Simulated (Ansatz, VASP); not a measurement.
# Two plane-wave programs on Ge

INCAR

```
  ALGO = Normal
  EDIFF = 1E-6
  ENCUT = 520
  GGA = PE
  ISIF = 2
  ISMEAR = 0
  LASPH = T
  LCHARG = T
  LELF = T
  LREAL = F
  LVHAR = T
  LWAVE = F
  NBANDS = 21
  NELM = 60
  PREC = Accurate
  SIGMA = 0.05
```

File KPOINTS:

```
k-points
0
Gamma
  12 12 12
```

Contents of POSCAR:

```
Ge
1.0
    0.0000000000      2.8289100000      2.8289100000
    2.8289100000      0.0000000000      2.8289100000
    2.8289100000      2.8289100000      0.0000000000
Ge
2
Direct
    0.5000000000      0.5000000000      0.5000000000
    0.7500000000      0.7500000000      0.7500000000
```

Input for Ansatz:

```yaml
crystal:
  lattice:
    - [0.0, 2.82891, 2.82891]
    - [2.82891, 0.0, 2.82891]
    - [2.82891, 2.82891, 0.0]
  atoms:
    - { symbol: Ge, position: [0.5, 0.5, 0.5] }
    - { symbol: Ge, position: [0.75, 0.75, 0.75] }
basis:
  ecutwfc: 420
kpoints:
  mp_grid: { grid: [12, 12, 12] }
hamiltonian:
  xc: pbe
scf:
  occupations: { method: gaussian, width: 0.05 }
output:
  forces: true
  eigenvalues: true
  eigenstates:
    nscf_kmesh: { grid: [34, 34, 34] }
    top_band: c6
    de_dk: true
    localisation: false
  stress: true
checkpoint:
  write: ck
  compress: false
  write_wavefunctions: false
  write_every: 100000
```

Alike in both runs: task single point; functional PBE; k mesh 12 × 12 × 12; occupations gaussian, width 0.05 eV; no spin polarisation.

```csv
,VASP,Ansatz
version,VASP 6.6.1,Ansatz 0.2.0
potentials or method,"VASP PAW PBE potentials, release 64 (Ge_d)","scalar-relativistic, plane waves, PAW"
plane-wave cutoff (eV),520,420
valence electrons in the cell,28,28
```

|  | VASP | Ansatz | Ansatz less VASP |
| --- | --- | --- | --- |
| pressure (GPa) | 3.5 | 3.6 | +0.09 |

The functional is the same, so the differences come from potentials, cutoffs and numerics.
